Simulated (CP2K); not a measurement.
A run of CP2K 2026.2:

File mos2_pdos.inp:

```
&GLOBAL
  PROJECT mos2_pdos
  RUN_TYPE ENERGY_FORCE
  PRINT_LEVEL LOW
&END GLOBAL
&FORCE_EVAL
  METHOD QS
  STRESS_TENSOR ANALYTICAL
  &DFT
    BASIS_SET_FILE_NAME BASIS_MOLOPT
    POTENTIAL_FILE_NAME GTH_POTENTIALS
    PLUS_U_METHOD MULLIKEN
    &MGRID
      CUTOFF 450
      REL_CUTOFF 60
      NGRIDS 4
    &END MGRID
    &QS
      METHOD GPW
      EPS_DEFAULT 1.0E-9
    &END QS
    &KPOINTS
      SCHEME MONKHORST-PACK 7 7 2
      GAMMA_CENTERED T
      SYMMETRY T
      SYMMETRY_BACKEND SPGLIB
    &END KPOINTS
    &SCF
      SCF_GUESS ATOMIC
      EPS_SCF 1.0E-6
      MAX_SCF 100
      ADDED_MOS 15
      CHOLESKY OFF
      EPS_EIGVAL 1.0E-7
      &DIAGONALIZATION ON
        ALGORITHM STANDARD
      &END DIAGONALIZATION
      &MIXING ON
        METHOD BROYDEN_MIXING
        ALPHA 0.4
        BETA 1.5
        NBUFFER 8
      &END MIXING
      &SMEAR ON
        METHOD FERMI_DIRAC
        ELECTRONIC_TEMPERATURE [K] 580.226
      &END SMEAR
    &END SCF
    &XC
      &XC_FUNCTIONAL
        &LDA_X
        &END LDA_X
        &LDA_C_PW
        &END LDA_C_PW
      &END XC_FUNCTIONAL
    &END XC
    &PRINT
      &KPOINTS ON
      &END KPOINTS
      &MULLIKEN ON
      &END MULLIKEN
      &MO ON
        ENERGIES T
        OCCUPATION_NUMBERS T
        &EACH
          QS_SCF 0
        &END EACH
        ADD_LAST NUMERIC
      &END MO
      &LOWDIN ON
      &END LOWDIN
      &HIRSHFELD ON
        SHAPE_FUNCTION DENSITY
      &END HIRSHFELD
      &DOS ON
        &PDOS
          COMPONENTS T
        &END PDOS
        &CURVE
          ENERGY_UNIT EV
          ENERGY_ZERO ABSOLUTE
          &BROADEN
            TYPE GAUSSIAN
            WIDTH [eV] 0.1
          &END BROADEN
        &END CURVE
        DELTA_E 0.001837
      &END DOS
    &END PRINT
  &END DFT
  &SUBSYS
    &CELL
      A 3.1841260822 0.0000000000 0.0000000000
      B -1.5920630411 2.7575340760 0.0000000000
      C 0.0000000000 0.0000000000 17.3345999500
      PERIODIC XYZ
    &END CELL
    &COORD
      SCALED
      Mo  0.0000000000 0.0000000000 0.0000000000
      S   0.3333333333 0.6666666667 0.9105070200
      S   0.3333333333 0.6666666667 0.0894929800
    &END COORD
    &KIND Mo
      BASIS_SET DZVP-MOLOPT-SR-GTH-q14
      POTENTIAL GTH-PADE-q14
      &DFT_PLUS_U
        L 2
        U_MINUS_J [eV] 4.0
      &END DFT_PLUS_U
    &END KIND
    &KIND S
      BASIS_SET DZVP-MOLOPT-SR-GTH-q6
      POTENTIAL GTH-PADE-q6
    &END KIND
    &PRINT
      &ATOMIC_COORDINATES ON
      &END ATOMIC_COORDINATES
      &CELL ON
      &END CELL
      &SYMMETRY ON
      &END SYMMETRY
    &END PRINT
  &END SUBSYS
  &PRINT
    &FORCES ON
    &END FORCES
    &STRESS_TENSOR ON
    &END STRESS_TENSOR
  &END PRINT
&END FORCE_EVAL
```

Potentials or basis: GTH_POTENTIALS Mo GTH-PADE-q14, S GTH-PADE-q6; DZVP-MOLOPT-SR-GTH basis.

Run with:

```console
$ OMP_NUM_THREADS=1 cp2k.psmp -i mos2_pdos.inp -o mos2_pdos.out
```

Hardware: 1 thread of Arm Neoverse V2 (shared host).

Q: Estimate the wall time of this run.

A: It took 45 s on 1 thread of Arm Neoverse V2, with other jobs on the host, peak memory 0.43 GiB. Counts: scf iterations 44, k points 16, basis 52, bands 28, force evaluations 1.
